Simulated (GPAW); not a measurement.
Wanted: an ASE script for a GPAW 26.7.0 run.

- Task: single point
- Functional: TB-mBJ
- Potentials or basis: GPAW PAW data sets for LDA (gpaw-data 1.2.1)
- Cutoff: 600 eV
- Basis: pw
- k mesh: 8 × 8 × 8
- Occupations: fermi-dirac, width 0.05 eV
- Spin: no spin polarisation
- Maxiter: 150

KBr:

```
CELL_PARAMETERS angstrom
0.00000 3.30000 3.30000
3.30000 0.00000 3.30000
3.30000 3.30000 0.00000
ATOMIC_POSITIONS crystal
Br 0.50000 0.50000 0.50000
K 0.00000 0.00000 0.00000
```

These files were run (other wordings do the same):

run.py

```python
from ase import Atoms
from ase.dft.bandgap import bandgap
from ase.io import write
from gpaw import GPAW, PW

atoms = Atoms(['Br', 'K'],
              cell=[[0.0, 3.3, 3.3],
                    [3.3, 0.0, 3.3],
                    [3.3, 3.3, 0.0]],
              scaled_positions=[[0.5, 0.5, 0.5],
                                [0.0, 0.0, 0.0]],
              pbc=True)

calc = GPAW(mode=PW(600),
            xc='TB09',
            kpts={'size': (8, 8, 8), 'gamma': True},
            occupations={'name': 'fermi-dirac', 'width': 0.05},
            nbands=16,
            convergence={'density': 1e-05, 'energy': 1e-05},
            eigensolver='cg',
            maxiter=150,
            txt='gpaw.txt')
atoms.calc = calc
energy = atoms.get_potential_energy()
calc.write('gs.gpw')
write('result.traj', atoms)
print('Fermi level:', round(calc.get_fermi_level(), 4), 'eV')
print(f'Gap: {bandgap(calc)[0]:.4f} eV, direct: {bandgap(calc, direct=True)[0]:.4f} eV')
```

Potentials or basis: GPAW PAW data sets for LDA (gpaw-data 1.2.1), pw.

Run with:

```console
$ OMP_NUM_THREADS=1 python run.py
```

Results of the run:

```json
{"Band gap on the k mesh": "6.99 eV, direct"}
```

Caveat: a model potential gives levels but no total energy.

It took 88 s on 1 thread of Arm Neoverse V2, on a shared host, peak memory 0.26 GiB.
